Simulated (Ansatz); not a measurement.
## Density of states of Li₂O

```xyz
3
Lattice="0.0000 2.3132 2.3132 2.3132 0.0000 2.3132 2.3132 2.3132 0.0000" Properties=species:S:1:pos:R:3 pbc="T T T"
O     0.0000    0.0000    0.0000
Li    1.1566    1.1566    1.1566
Li    3.4697    3.4697    3.4697
```

The cell was built from the fluorite type and relaxed in the same program, and has space group Fm-3m; it needn't be a known or the stable phase.

Computed with Ansatz 0.2.0, DFT, PBE, all-electron LAPW, scalar-relativistic.

Settings: a Γ-centred 12×12×12 k mesh, Fermi–Dirac smearing of 0.03 eV, basis error target 1 meV/atom, no spin polarisation.

States per eV and cell, averaged over 0.6 eV, from -2.9 to 5.9 eV, with energies (bin centres) from the valence-band top; empty bins are left out. The partial columns, the largest 2 alone, are projections on Löwdin-orthogonalised atomic shells (those that the program's projection atoms carry: the occupied ones and, for some elements, an empty d or f shell; other empty shells have no column), summed over atoms of an element. Weights on diffuse s and p shells depend on that basis and aren't pure angular character.

```
E (eV)  total  O 2p  Li 2s
  -2.7   0.46  0.36   0.09
  -2.1   1.92  1.59   0.25
  -1.5   2.22  1.99   0.15
  -0.9   3.49  3.30   0.07
  -0.3   1.92  1.87   0.01
   5.1   0.06  0.00   0.01
   5.7   0.33  0.02   0.12
```

(1) Which of the resolved shells contributes most in the top eV of the valence band?

Results:

(1) O 2p, with 96 % of all states there; Li 2s follows with 1 %.
